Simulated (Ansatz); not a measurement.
**CdF2: short molecular dynamics at 200 K**

Theory: Ansatz, DFT PBEsol, scalar-relativistic, plane waves, PAW. Cutoff 420 eV, shifted (0.5, 0.5, 0.5 steps) 2×2×2 k-points, Fermi–Dirac smearing of 0.02 eV. The mesh is coarse. No spin polarisation.

18 atoms, starting at 1.00 times the perfect crystal's volume (space group Fm-3m, the cell as given, not relaxed at this level); Langevin thermostat at 200 K (friction 0.005 fs⁻¹), fixed cell; 33 steps of 2 fs. The run is short and not equilibrated.

First frame:

```
Cd F
1.0
     2.69400    2.69400   -5.38800
     5.38800   -2.69400   -2.69400
    -2.69400   -2.69400   -5.38800
Cd F
6 12
Cartesian
  2.6940 0.0000 -8.0820
  2.6940 -2.6940 -5.3880
  5.3880 0.0000 -5.3880
  0.0000 0.0000 -5.3880
  2.6940 0.0000 -2.6940
  0.0000 0.0000 0.0000
  4.0410 1.3470 -6.7350
  4.0410 -1.3470 -4.0410
  4.0410 -1.3470 -9.4290
  1.3470 1.3470 -4.0410
  1.3470 -1.3470 -6.7350
  -1.3470 -1.3470 -4.0410
  1.3470 -1.3470 -4.0410
  4.0410 -1.3470 -6.7350
  1.3470 -4.0410 -6.7350
  1.3470 1.3470 -6.7350
  1.3470 -1.3470 -9.4290
  -1.3470 -1.3470 -6.7350
```

```yaml
Mean_temperature_over_the_second_half: 87 K
Mean_pressure_over_the_second_half_kinetic_part_included: 0.6 GPa
Mean_potential_energy_above_the_perfect_crystal_as_given_at_volume_ratio_1;_its_own_run_had_another_smearing_without_effect_beside_its_gap: 16 meV/atom
Mean-square_drift_of_Cd_from_first_to_last_step_mean_shift_of_all_atoms_removed: 0.01 Å²
Mean-square_drift_of_F_from_first_to_last_step_mean_shift_of_all_atoms_removed: 0.01 Å²
```

Pair distribution functions g(r), second half of the run, up to half the cell's height:

| r (Å) | Cd-F | F-F |
| --- | --- | --- |
| 2.15 | 0.0 | 0.0 |
| 2.25 | 8.8 | 0.0 |
| 2.35 | 9.9 | 0.0 |
| 2.45 | 4.0 | 0.0 |
| 2.55 | 0.2 | 0.7 |
| 2.65 | 0.0 | 6.0 |

Along the run (potential energy from its first value; pressure with the kinetic part):

```tsv
t (fs)	T (K)	ΔE_pot (meV/atom)	P (GPa)
0.0	189	0.0	0.0
2.0	201	0.2	0.0
4.0	190	0.7	0.0
6.0	191	1.5	0.0
8.0	170	2.7	0.1
10.0	153	4.0	0.1
12.0	144	5.6	0.2
14.0	134	7.2	0.3
16.0	133	8.8	0.4
18.0	118	10.3	0.4
20.0	102	11.7	0.5
22.0	96	13.0	0.6
24.0	91	14.1	0.6
26.0	81	15.0	0.7
28.0	73	15.9	0.7
30.0	67	16.6	0.7
32.0	71	17.2	0.8
34.0	74	17.5	0.8
36.0	74	17.7	0.8
38.0	75	17.7	0.8
40.0	78	17.5	0.8
42.0	85	17.3	0.8
44.0	85	17.0	0.8
46.0	90	16.7	0.7
48.0	94	16.3	0.7
50.0	100	15.8	0.7
52.0	92	15.4	0.6
54.0	93	15.1	0.6
56.0	92	14.8	0.5
58.0	86	14.5	0.5
60.0	86	14.3	0.4
62.0	89	14.1	0.4
64.0	94	14.0	0.3
66.0	86	13.9	0.3
```